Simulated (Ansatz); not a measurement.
**AlSb with two functionals, electrons 3.0×10^21 cm⁻³**

The parent structure is AlSb in the zinc blende structure (space group F-43m, No. 216; a = 6.226 Å).

(Cell as relaxed with PBE.)

Levels (all Ansatz, a quantum-chemistry and plane-wave program, PAW, earlier PAW set): PBE (420 eV, spin-orbit coupling left out); r2SCAN (500 eV, without spin-orbit coupling).

Each level relaxes its own structure.

```json
[
 {"base": "volume per atom", "PBE": "30.16 Å³", "r2SCAN": "29.47 Å³"},
 {"base": "lattice parameter a", "PBE": "6.226 Å", "r2SCAN": "6.177 Å"},
 {"base": "band gap", "PBE": "1.24 eV", "r2SCAN": "1.50 eV"}
]
```

Perturbation: electrons 3.0×10^21 cm⁻³, on a uniform background at fixed cell.

| quantity | PBE | r2SCAN |
|---|---|---|
| gap character | indirect, Γ → L | … |
| shift of the gap caused by the change | -0.03 eV | … |

**Question.** Predict the r2SCAN column.

**Answer.** 
- gap character, r2SCAN: indirect, Γ → a point along ⟨100⟩, about 0.9 Å⁻¹ from Γ
- shift of the gap caused by the change, r2SCAN: -0.04 eV

They disagree on the gap character. Neither level is exact; r2SCAN is the comparison here, not a measurement.

Charged cell with a jellium background: band edges are those of the host's band count, energies are not comparable with the neutral cell, and many-body gap narrowing is missing. With Sb present, leaving out spin-orbit coupling can change the band edges. Whether these cells are dynamically stable was not tested.
